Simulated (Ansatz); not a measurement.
MoS$_{2}$, DFT, LDA, all-electron PAW with datasets made for the crystal, scalar-relativistic (Ansatz 0.2.0), run on 1 thread of AMD EPYC 9R45 96-Core Processor (Zen 5) on a shared host.

The cell comes from COD entry 9007661, which wasn't checked; take it as a given geometry. The listed cell was then made from it by scaling, straining or moving an atom.

Command: `ansatz run input.yaml --threads 1 --pin off --max-ram 4096MiB --backend cpu --events-out ev --progress --plain --runs-dir out`

```yaml
crystal:
  lattice:
    - [1.5815003568, 0.9130796567, 6.0008634]
    - [-1.5815003568, 0.9130796567, 6.0008634]
    - [0.0, -1.8261593134, 6.0008634]
  atoms:
    - { symbol: Mo, position: [0.0, 0.0, 0.0] }
    - { symbol: S, position: [0.7484, 0.7484, 0.7484] }
    - { symbol: S, position: [0.5849, 0.5849, 0.5849] }
kpoints:
  mp_grid: { grid: [15, 15, 15] }
scf:
  occupations: { method: fermi_dirac, width: 0.05 }
hamiltonian:
  xc: lda
  pseudopotentials: { kind: all_electron, datasets: crystal }
output:
  forces: true
  stress: true
  eigenvalues: true
  efg: { contact_densities: true }
```

(1) How large is the problem that the program sets up?

(2) Estimate the wall time and the peak memory.

(3) And the same cell and mesh by PAW (frozen-core files), asked for forces, stress, eigenvalues, efg, write_density, write_potential, elf, on the same hardware?

## Answers

(1) 344 irreducible k-points, 611 plane waves at Γ, 19 bands.

(2) 39 s of wall time for 10 SCF iterations, with a peak of 1.7 GiB. Times on shared machines scatter by tens of per cent.

(3) 13 s, peak memory 0.65 GiB.
